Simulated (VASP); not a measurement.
A run of VASP 6.6.1 is set up as follows.

File POSCAR:

```
SiC
1.0
    0.0000000000      2.1790000000      2.1790000000
    2.1790000000      0.0000000000      2.1790000000
    2.1790000000      2.1790000000      0.0000000000
Si C
1 1
Direct
    0.0000000000      0.0000000000      0.0000000000
    0.7500000000      0.7500000000      0.7500000000
```

The input INCAR.step1:

```
PREC = Accurate
ENCUT = 520
EDIFF = 1E-5
ISMEAR = -1
SIGMA = 0.05
LREAL = False
LASPH = True
NELM = 60
ALGO = Normal
ISIF = 2
LWAVE = True
LCHARG = False
NBANDS = 11
GGA = PE
```

File INCAR.step2:

```
PREC = Accurate
ENCUT = 520
EDIFF = 1E-7
ISMEAR = -1
SIGMA = 0.05
LREAL = False
LASPH = True
NELM = 60
ALGO = Normal
ISIF = 2
LWAVE = False
LCHARG = False
METAGGA = R2SCAN
LHFCALC = True
AEXX = 0.25
LMIXTAU = True
PRECFOCK = Fast
HFRCUT = -1
NBANDS = 11
ISTART = 1
```

The input KPOINTS:

```
regular mesh
0
Gamma
  5 5 5
```

KPOINTS_OPT

```
path GXWKGLUWLK,UX
10
line-mode
reciprocal
 0.0000000000  0.0000000000  0.0000000000  G
 0.5000000000  0.0000000000  0.5000000000  X

 0.5000000000  0.0000000000  0.5000000000  X
 0.5000000000  0.2500000000  0.7500000000  W

 0.5000000000  0.2500000000  0.7500000000  W
 0.3750000000  0.3750000000  0.7500000000  K

 0.3750000000  0.3750000000  0.7500000000  K
 0.0000000000  0.0000000000  0.0000000000  G

 0.0000000000  0.0000000000  0.0000000000  G
 0.5000000000  0.5000000000  0.5000000000  L

 0.5000000000  0.5000000000  0.5000000000  L
 0.6250000000  0.2500000000  0.6250000000  U

 0.6250000000  0.2500000000  0.6250000000  U
 0.5000000000  0.2500000000  0.7500000000  W

 0.5000000000  0.2500000000  0.7500000000  W
 0.5000000000  0.5000000000  0.5000000000  L

 0.5000000000  0.5000000000  0.5000000000  L
 0.3750000000  0.3750000000  0.7500000000  K

 0.6250000000  0.2500000000  0.6250000000  U
 0.5000000000  0.0000000000  0.5000000000  X
```

Potentials or basis: VASP PAW PBE potentials, release 64 (Si, C).

Launch:

```sh
$ cat potpaw_PBE.64/Si/POTCAR potpaw_PBE.64/C/POTCAR > POTCAR
$ cp INCAR.step1 INCAR
$ mpirun -np 1 vasp_std > vasp.out
$ cp INCAR.step2 INCAR
$ mpirun -np 1 vasp_std > vasp.out
```

(1) Estimate the band gap along the path.

(2) Predict the pressure.

Answers

(1) 3.21 eV, indirect (least direct gap 6.82 eV).

(2) -3.8 GPa.

Caveat: the k mesh is coarse (spacing up to 0.50 Å⁻¹), so the values aren't converged, least of all with exact exchange; the PAW data sets were made with another functional, which shifts forces and pressure a little.
